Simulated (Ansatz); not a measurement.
# HfO2: the cost of one run

Computed with Ansatz 0.2.0 (DFT r2SCAN, scalar-relativistic, plane waves, PAW, unless a step's input says otherwise).

2 further runs of the same task are left out: 2 set aside as unsound or not needed.

**1. The starting structure**

The structure is tetragonal, space group P4_2/nmc (No. 137). The conventional cell has a = 3.577 Å, b = 3.577 Å, c = 5.203 Å, α = 90.00°, β = 90.00°, γ = 90.00°. Hf (site symmetry -4m2) has 4 O at 2.06 Å as nearest neighbours. O (site symmetry 2mm) has 2 Hf at 2.06 Å as nearest neighbours.

Structure file:

```cif
data_structure
_symmetry_space_group_name_H-M 'P4_2/nmc:1'
_symmetry_Int_Tables_number 137
_cell_length_a 3.5768
_cell_length_b 3.5768
_cell_length_c 5.2027
_cell_angle_alpha 90.000
_cell_angle_beta 90.000
_cell_angle_gamma 90.000
_cell_volume 66.56
loop_
_atom_site_label
_atom_site_type_symbol
_atom_site_symmetry_multiplicity
_atom_site_Wyckoff_symbol
_atom_site_fract_x
_atom_site_fract_y
_atom_site_fract_z
_atom_site_occupancy
Hf1 Hf 2 a 0.50000 0.50000 0.50000 1
O1 O 4 d 0.00000 0.50000 0.69616 1
```

It goes back to an entry of the Materials Project, which need not be the stable form.

This cell was relaxed beforehand with the same method: volume 11.09 Å³/atom, gap on the mesh 5.26 eV.

**2. Bands, states and charges**

input.yaml reads:

```yaml
crystal:
  lattice:
    - [3.5768243317, 0.0, 0.0]
    - [0.0, 3.5768243317, 0.0]
    - [0.0, 0.0, 5.2026739509]
  atoms:
    - { symbol: Hf, position: [0.5, 0.5, 0.5] }
    - { symbol: Hf, position: [0.0, 0.0, 0.0] }
    - { symbol: O, position: [0.0, 0.5, 0.6961635347] }
    - { symbol: O, position: [0.5, 0.0, 0.8038364653] }
    - { symbol: O, position: [0.5, 0.0, 0.3038364653] }
    - { symbol: O, position: [0.0, 0.5, 0.1961635347] }
basis:
  ecutwfc: 500
kpoints:
  mp_grid: { grid: [6, 6, 6] }
  band_path:
    path:
      - [[0.0, 0.0, 0.0], [0.0, 0.5, 0.0], [0.5, 0.5, 0.0], [0.0, 0.0, 0.0], [0.0, 0.0, 0.5], [0.0, 0.5, 0.5], [0.5, 0.5, 0.5], [0.0, 0.0, 0.5]]
      - [[0.0, 0.5, 0.0], [0.0, 0.5, 0.5]]
      - [[0.5, 0.5, 0.0], [0.5, 0.5, 0.5]]
    npoints: 14
hamiltonian:
  xc: r2scan
scf:
  occupations: { method: gaussian, width: 0.02 }
  n_extra_bands: 15
output:
  forces: true
  stress: true
  eigenvalues: true
  populations: true
  dos: { projected: true, de: 0.02, nscf_kmesh: { grid: [9, 9, 9] } }
  bader: true
  write_density: true
  write_potential: true
  elf: true
  volumetric_format: npy
```

Started as:

```console
$ ansatz run input.yaml --threads 2 --pin off --max-ram 5120MiB --backend cpu --events-out ev --progress --plain --runs-dir out
```

Q: Estimate wall time and peak memory on 2 threads of Arm Neoverse V2, shared host.

About 46 s, with a peak of 0.65 GiB.
